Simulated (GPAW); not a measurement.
# Calculated records

### How the form of the self-energy moves the gap of RbBr (Fm-3m)

The structure is cubic, space group Fm-3m (No. 225). Conventional cell: a = 6.854 Å, b = 6.854 Å, c = 6.854 Å, α = 90.00°, β = 90.00°, γ = 90.00°. Rb has 6 Br at 3.43 Å nearest. Nearest to Br lie 6 Rb at 3.43 Å. Farther neighbours and most contacts between anions are not listed.

```
method                                  : DFT, PBE, plane waves, PAW (and 1 further level or step)
program                                 : GPAW 26.7.0
settings of one run                     : cutoff 450 eV, GPAW PAW setups 1.2.1 data release, 4×4×4 k-mesh, nbands 140
cost                                    : 4 runs, 2.2 min in all on 4 MPI ranks of Arm Neoverse V1, shared host (the runs of this entry)
notes                                   : The database entry behind the starting cell differs from later determinations by our own check (about 0.5 % short). The cell and positions come from the Crystallography Open Database and are kept as given unless a step says otherwise. Limits: no spin-orbit coupling. Bands and cutoff are finite, so the gap is not at the basis limit. The miss can reach some tenths of an eV and take either sign; the mesh is an error of its own.
G0W0, Godby-Needs plasmon pole          : 6.668 eV
G0W0, full frequency, Hilbert transform : 6.707 eV
G0W0, multipole                         : 6.678 eV
known limits                            : not at the basis limit; no spin-orbit coupling
```

G0W0, full frequency, Hilbert transform: +0.038 eV against G0W0, Godby-Needs plasmon pole. G0W0, multipole: +0.010 eV against G0W0, Godby-Needs plasmon pole.

[Paths, hosts, dates, memory and timing lines, banners, echoed tables and standing remarks are left out of the program output.]

[Logs are printed without paths, hosts, clocks, repeated set-up lines and the standing remarks that a program may print on its own settings, such as how far it seeks lower states.]

[Runs of the session that timed out or met a known fault of the program may be left out.]

[Hosts, paths, dates, database ids (printed as entryN), source tags and the programs' standing remarks are cut or masked in the printed files.]
